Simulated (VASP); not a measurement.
# GaN (P6_3mc) in VASP: evGW0 quasiparticle levels with PBE

Aim: the evGW0 quasiparticle levels of GaN with PBE.

Everything below comes from runs of VASP 6.6.1. Logs are shortened: lines on timing, memory, paths and dates and some standing lists are left out, and cuts for length are marked.

**Experimental background.**

“Studying electronic properties in GaN without electrical contacts using γ-γ vs e−-γ Perturbed Angular Correlations”, 2019, pmc:6823545 quotes, for a bulk crystal of GaN: band gap 3.503 ± 0.005 eV (direct).

How close the calculation comes is told below.

**1. The structure**

The structure is hexagonal, space group P6_3mc (No. 186). The conventional cell has a = 3.180 Å, b = 3.180 Å, c = 5.166 Å, α = 90.00°, β = 90.00°, γ = 120.00°. Around Ga (site symmetry 3m) lie 4 N at 1.94 to 1.95 Å. N (site symmetry 3m) has 4 Ga at 1.94 to 1.95 Å as nearest neighbours.

**2. EvGW0 quasiparticle levels, PBE**

The input, POSCAR:

```
GaN
1.0
    3.1800000000      0.0000000000      0.0000000000
   -1.5900000000      2.7539607840      0.0000000000
    0.0000000000      0.0000000000      5.1660000000
Ga N
2 2
Direct
    0.6666666667      0.3333333333      0.5000000000
    0.3333333333      0.6666666667      0.0000000000
    0.6666666667      0.3333333333      0.8750000000
    0.3333333333      0.6666666667      0.3750000000
```

The input, INCAR.step1:

```
PREC = Accurate ; ENCUT = 500
EDIFF = 1E-8 ; ISMEAR = 0
SIGMA = 0.01 ; LREAL = False
LASPH = True ; NELM = 100
ALGO = Fast ; LWAVE = True
LCHARG = False ; GGA = PE
KPAR = 4
```

The input, INCAR.step2:

```
PREC = Accurate ; ENCUT = 500
EDIFF = 1E-8 ; ISMEAR = 0
SIGMA = 0.01 ; LREAL = False
LASPH = True ; NELM = 1
ALGO = Exact ; LWAVE = True
LCHARG = False ; GGA = PE
NBANDS = 308 ; LOPTICS = True
ISTART = 1 ; KPAR = 4
```

The input, INCAR.step3:

```
PREC = Accurate ; ENCUT = 500
EDIFF = 1E-8 ; ISMEAR = 0
SIGMA = 0.01 ; LREAL = False
LASPH = True ; ALGO = EVGW0
LWAVE = False ; LCHARG = False
GGA = PE ; NELMGW = 4
NBANDS = 308 ; ENCUTGW = 200
NOMEGA = 50 ; PRECFOCK = Fast
ISTART = 1 ; NBANDSGW = 26
KPAR = 4
```

The input, KPOINTS:

```
regular mesh
0
Gamma
  6 6 4
```

Potentials or basis: VASP PAW PBE potentials, release 64 (Ga_d_GW, N_GW).

Run with:

```sh
$ cat potpaw_PBE.64/Ga_d_GW/POTCAR potpaw_PBE.64/N_GW/POTCAR > POTCAR
$ cp INCAR.step1 INCAR
$ mpirun -np 4 vasp_std > vasp.out
$ cp INCAR.step2 INCAR
$ mpirun -np 4 vasp_std > vasp.out
$ cp INCAR.step3 INCAR
$ mpirun -np 4 vasp_std > vasp.out
```

OUTCAR:

```text
PREC = Accurate
   ENCUT = 500
   EDIFF = 1E-8
   ISMEAR = 0
   LREAL = False
   LASPH = True
   GGA = PE
   NELMGW = 4
   ENCUTGW = 200
   PRECFOCK = Fast
   ISTART = 1

 ion  position               nearest neighbor table
   1  0.667  0.333  0.500-   3 1.94   4 1.95   4 1.95   4 1.95
   2  0.333  0.667  0.000-   4 1.94   3 1.95   3 1.95   3 1.95
   3  0.667  0.333  0.875-   1 1.94   2 1.95   2 1.95   2 1.95
   4  0.333  0.667  0.375-   2 1.94   1 1.95   1 1.95   1 1.95

  LATTYP: Found a hexagonal cell.
 ALAT       =     3.1800000000
 C/A-ratio  =     1.6245283019

  Lattice vectors:

 A1 = (   3.1800000000,   0.0000000000,   0.0000000000)
 A2 = (  -1.5900000000,   2.7539607840,   0.0000000000)
 A3 = (   0.0000000000,   0.0000000000,   5.1660000000)

Analysis of symmetry for initial positions (statically):
=====================================================================
 Subroutine PRICEL returns:
 Original cell was already a primitive cell.

 Routine SETGRP: Setting up the symmetry group for a
 hexagonal supercell.

 Subroutine GETGRP returns: Found 12 space group operations
 (whereof  6 operations were pure point group operations)
 out of a pool of 24 trial point group operations.

The static configuration has the point symmetry C_3v.
 The point group associated with its full space group is C_6v.

Analysis of symmetry for dynamics (positions and initial velocities):
=====================================================================
 Subroutine PRICEL returns:
 Original cell was already a primitive cell.

 Routine SETGRP: Setting up the symmetry group for a
 hexagonal supercell.

 Subroutine GETGRP returns: Found 12 space group operations
 (whereof  6 operations were pure point group operations)
 out of a pool of 24 trial point group operations.

The dynamic configuration has the point symmetry C_3v.
 The point group associated with its full space group is C_6v.

 Subroutine INISYM returns: Found 12 space group operations
 (whereof  6 operations are pure point group operations),
 and found     1 'primitive' translations

----------------------------------------------------------------------------------------

                                     Primitive cell

  volume of cell :      45.2417

  direct lattice vectors                    reciprocal lattice vectors
     3.180000000  0.000000000  0.000000000     0.314465409  0.181556688  0.000000000
    -1.590000000  2.753960784  0.000000000     0.000000000  0.363113377  0.000000000
     0.000000000  0.000000000  5.166000000     0.000000000  0.000000000  0.193573364

  length of vectors
     3.180000000  3.180000000  5.166000000     0.363113377  0.363113377  0.193573364

  position of ions in fractional coordinates (direct lattice)
     0.666666667  0.333333333  0.500000000
     0.333333333  0.666666667  0.000000000
     0.666666667  0.333333333  0.875000000
     0.333333333  0.666666667  0.375000000

  ion indices of the primitive-cell ions
   primitive index   ion index
                 1           1
                 2           2
                 3           3
                 4           4

----------------------------------------------------------------------------------------

 KPOINTS: regular mesh

Automatic generation of k-mesh.
 Grid dimensions read from file:
 generate k-points for:    6    6    4

 Generating k-lattice:

  Cartesian coordinates                     Fractional coordinates (reciprocal lattice)
     0.052410901  0.030259448  0.000000000     0.166666667  0.000000000  0.000000000
     0.000000000  0.060518896  0.000000000     0.000000000  0.166666667  0.000000000
     0.000000000  0.000000000  0.048393341     0.000000000  0.000000000  0.250000000

  Length of vectors
     0.060518896  0.060518896  0.048393341

  Shift w.r.t. Gamma in fractional coordinates (k-lattice)
     0.000000000  0.000000000  0.000000000

 Subroutine IBZKPT returns following result:
 ===========================================

 Found     21 irreducible k-points:

 Following reciprocal coordinates:
            Coordinates               Weight
  0.000000  0.000000  0.000000      1.000000
  0.166667  0.000000  0.000000      6.000000
  0.333333  0.000000  0.000000      6.000000
  0.500000  0.000000  0.000000      3.000000
  0.166667  0.166667  0.000000      6.000000
  0.333333  0.166667  0.000000     12.000000
[... 13 lines left out ...]
  0.333333  0.166667  0.500000     12.000000
  0.333333  0.333333  0.500000      2.000000
   k-points           NKPTS =     21   k-points in BZ     NKDIM =    144   number of bands    NBANDS=    308
   number of dos      NEDOS =    301   number of ions     NIONS =      4
   total plane-waves  NPLWV =  23040
   dimension x,y,z NGX =    24 NGY =   24 NGZ =   40
   dimension x,y,z NGXF=    48 NGYF=   48 NGZF=   80
   ions per type =               2   2
   NGX,Y,Z   is equivalent  to a cutoff of  12.55, 12.55, 12.87 a.u.
   NGXF,Y,Z  is equivalent  to a cutoff of  25.09, 25.09, 25.74 a.u.
 SYSTEM =  unknown system
   PREC   = accura    normal or accurate (medium, high low for compatibility)
   ISTART =      1    job   : 0-new  1-cont  2-samecut
   ICHARG =      0    charge: 1-file 2-atom 10-const
   ISPIN  =      1    spin polarized calculation?
   LNONCOLLINEAR =      F non collinear calculations
   LSORBIT =      F    spin-orbit coupling
   LASPH  =      T    aspherical Exc in radial PAW
   ENCUT  =  500.0 eV  36.75 Ry    6.06 a.u.   5.80  5.80  9.42*2*pi/ulx,y,z
   NELM   =     60;   NELMIN=  2; NELMDL=  0     # of ELM steps
   EDIFF  = 0.1E-07   stopping-criterion for ELM
   LREAL  =      F    real-space projection
   EDIFFG = 0.1E-06   stopping-criterion for IOM
   NSW    =      0    number of steps for IOM
   IBRION =     -1    ionic relax: 0-MD 1-quasi-New 2-CG
   NFREE  =      0    steps in history (QN), initial steepest desc. (CG)
   ISIF   =      0    stress and relaxation
   ISYM   =      3    0-nonsym 1-usesym 2-fastsym
   POTIM  = 0.5000    time-step for ionic-motion
   TEBEG  =    0.0;   TEEND  =   0.0 temperature during run
   PSTRESS=    0.0 pullay stress
   NELECT =      36.0000    total number of electrons
   NUPDOWN=      -1.0000    fix difference up-down
   EMIN   =  10.00;   EMAX   =-10.00  energy-range for DOS
   EFERMI =   0.00;   METHOD = LEGACY
   ISMEAR =     0;   SIGMA  =   0.01  broadening in eV -4-tet -1-fermi 0-gaus
   EFERMI_NEDOS =   21; number of points for ismear=-14 and -15
   IALGO  =     38    algorithm
   IMIX   =      4    mixing-type and parameters
     AMIX     =   0.40;   BMIX     =  1.00
     AMIX_MAG =   1.60;   BMIX_MAG =  1.00
  volume/ion in A,a.u.               =      11.31        76.33
  Fermi-wavevector in a.u.,A,eV,Ry     =   1.517036  2.866782 31.312427  2.301398
  Thomas-Fermi vector in A             =   2.626345
   LORBIT       =      0    0 simple, 1 ext, 2 COOP (PROOUT), +10 PAW based schemes
   GGA     = PE    functional components
   LHFCALC =     T    Hartree Fock is set to
   PRECFOCK=fast      Normal, Fast or Accurate (Low or Medium for compatibility)
   ENCUT4O =  -1.0   cutoff for four orbital integrals eV
   NKREDX  =     1    reduce k-point grid by
   NKREDY  =     1    reduce k-point grid by
   NKREDZ  =     1    reduce k-point grid by
   AEXX    =    1.0000 exact exchange contribution
   HFSCREEN=    0.0000 screening length (either q_TF or 0.3 A-1)
   HFSCREENC=   0.0000 screening length for correlation (either q_TF or 0.3 A-1)
   ENCUTFOCK=  -1.0 apply spherical cutoff to Coloumb kernel
   IVDW    =     0    specifies the selected vdW correction
   LEPSILON=     F    determine dielectric tensor
   LRPA    =     F    only Hartree local field effects (RPA)
   LRPAFORCE           =     F    calculate RPA forces
   ENCUTGW             = 200.0    cutoff for response function in eV
   ENCUTGWSOFT         = 160.0    soft cutoff for Coulomb kernel in GW response function in eV
   ENCUTLF             =  -1.0    cutoff for local field effects
   NELMGW              =     4    number of iterations in solving QP/BSE equation
   NELMHF              =     1    number of iterations in the inner HF iteration
   NKREDLFX            =     1    NKREDLFY  =   1   NKREDLFZ  =   1
 non-spin polarized calculation
 Gauss-broadening in eV      SIGMA  =   0.01
  energy-cutoff  :      500.00
  volume of cell :       45.24
 maximum number of plane-waves:      1182
 NGX is ok and might be reduce to    24
  NGX = 14; NGY = 14; NGZ = 24
   NGX = 11   NGY = 11   NGZ = 19
 maximum number of plane-waves:       300

 QP shifts <psi_nk| G(iteration)W_0 |psi_nk>: iteration 1
 for sc-GW calculations column KS-energies equals QP-energies in previous step
 and V_xc(KS)=  KS-energies - (<T + V_ion + V_H > + <T+V_H+V_ion>^1  + <V_x>^1)

 k-point   1 :       0.0000    0.0000    0.0000
  band No.  KS-energies  QP-energies   sigma(KS)   V_xc(KS)     V^pw_x(r,r')   Z            occupation Imag(sigma)

      1     -10.8201     -12.0463     -16.7213     -14.8732     -24.6289       0.6635       2.0000       1.0027
      2      -9.8845     -11.7051     -20.7377     -18.1233     -29.3408       0.6964       2.0000       0.6556
      3      -8.2602     -11.0494     -25.3133     -21.4907     -34.8083       0.7296       2.0000       0.1908
      4      -8.2385     -11.0227     -25.3280     -21.5100     -34.8213       0.7292       2.0000       0.1906
      5      -8.2385     -11.0227     -25.3280     -21.5100     -34.8213       0.7292       2.0000       0.1906
      6      -8.1744     -10.9832     -25.4156     -21.5755     -34.9043       0.7315       2.0000       0.1826
[... 618 lines left out ...]
     25      19.2729      19.6841     -10.1029     -10.6246      -4.5480       0.7881       0.0000      -0.2320
     26      19.2729      19.6841     -10.1029     -10.6246      -4.5480       0.7881       0.0000      -0.2320

 QP shifts <psi_nk| G(iteration)W_0 |psi_nk>: iteration 2

 k-point   1 :       0.0000    0.0000    0.0000
  band No. old QP-enery  QP-energies   sigma(KS)   T+V_ion+V_H  V^pw_x(r,r')   Z            occupation Imag(sigma)

      1     -12.0463     -12.5372     -16.8296       4.0531     -24.6289       0.6722       2.0000       0.9873
      2     -11.7051     -12.2531     -20.7319       8.2388     -29.3408       0.6955       2.0000       0.7001
      3     -11.0494     -11.7368     -25.2236      13.2305     -34.8083       0.7285       2.0000       0.2220
      4     -11.0227     -11.7126     -25.2409      13.2715     -34.8213       0.7288       2.0000       0.2210
      5     -11.0227     -11.7126     -25.2409      13.2715     -34.8213       0.7288       2.0000       0.2210
      6     -10.9832     -11.6768     -25.3334      13.4011     -34.9043       0.7308       2.0000       0.2091
[... 618 lines left out ...]
     25      19.6841      19.7452     -10.1359      29.8975      -4.5480       0.7878       0.0000      -0.2227
     26      19.6841      19.7452     -10.1359      29.8975      -4.5480       0.7878       0.0000      -0.2227

 QP shifts <psi_nk| G(iteration)W_0 |psi_nk>: iteration 3

 k-point   1 :       0.0000    0.0000    0.0000
  band No. old QP-enery  QP-energies   sigma(KS)   T+V_ion+V_H  V^pw_x(r,r')   Z            occupation Imag(sigma)

      1     -12.5372     -12.6735     -16.7939       4.0531     -24.6289       0.6697       2.0000       1.0143
      2     -12.2531     -12.4034     -20.7080       8.2388     -29.3408       0.6957       2.0000       0.7255
      3     -11.7368     -11.9104     -25.2055      13.2305     -34.8083       0.7287       2.0000       0.2311
      4     -11.7126     -11.8857     -25.2215      13.2715     -34.8213       0.7289       2.0000       0.2306
      5     -11.7126     -11.8857     -25.2215      13.2715     -34.8213       0.7289       2.0000       0.2306
      6     -11.6768     -11.8504     -25.3155      13.4011     -34.9043       0.7306       2.0000       0.2175
[... 586 lines left out ...]
     23      15.1928      15.2047     -12.3273      27.5356      -6.8586       0.7683       0.0000      -0.1286
     24      15.1928      15.2047     -12.3273      27.5356      -6.8586       0.7683       0.0000      -0.1286
     25      18.4274      18.4393     -11.2215      2
```

Wall time 40 min (4 MPI ranks of Intel Xeon 6975P-C (Granite Rapids), shared host); peak memory 1.5 GiB.

What came out:

```yaml
Band_gap_on_the_k_mesh_mean-field_level: 1.97 eV, direct
Quasiparticle_gap: 3.42 eV
Least_direct_quasiparticle_gap: 3.42 eV
```

Quasiparticle gap after each update of the energies (eV): 3.20, 3.39, 3.42, 3.42

Caveat: bands, screening cutoff and mesh are small and nothing is extrapolated, so the quasiparticle values aren't converged.

**3. Comparison with measurements**

Step 2. Against the measured gap of GaN, 3.503 eV (direct; quoted in “Studying electronic properties in GaN without electrical contacts using γ-γ vs e−-γ Perturbed Angular Correlations”, 2019, pmc:6823545), the calculated 3.42 eV is off by -0.08 eV. Spin-orbit coupling on Ga is left out. The value is that of GW on PBE, without temperature or zero-point motion.
